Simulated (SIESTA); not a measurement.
The system is Sr.

```xyz
1
Lattice="0.0000 3.0423 3.0423 3.0423 0.0000 3.0423 3.0423 3.0423 0.0000" Properties=species:S:1:pos:R:3 pbc="T T T"
Sr    0.0000    0.0000    0.0000
```

* Program: SIESTA 5.4.2
* Task: single point
* Functional: PBEsol
* Potentials or basis: PseudoDojo 0.4 standard (PBEsol files)
* Basis: DZP (energy shift 0.003 Ry; two zetas on semicore shells; d shell added on Sr)
* Grid cutoff: 500 Ry
* Energy shift: 0.003 Ry
* k mesh: 8 × 8 × 8
* Occupations: fermi-dirac, width 0.05 eV
* Spin: no spin polarisation

On this cell: pressure -0.9 GPa; band gap on the k mesh none (metal or under the smearing width).

The same run follows on a disturbed copy (cell strained at random at fixed volume):

```xyz
1
Lattice="0.0661 3.0196 2.9653 3.1346 0.0075 3.0238 3.1290 3.0725 0.0132" Properties=species:S:1:pos:R:3 pbc="T T T"
Sr    0.0326    0.0158   -0.0426
```

Q: What changes?

A: The energy (extrapolated to zero smearing) moves by +3.4 meV/atom; pressure -0.9 GPa; band gap on the k mesh none (metal or under the smearing width).

Stress tensor (GPa, compression positive):
```
-1.04 -0.23 -0.29
-0.23 -0.89  0.20
-0.29  0.20 -0.80
```

Caveats: the basis of atomic orbitals isn't converged, which shifts pressures, moduli and gaps.
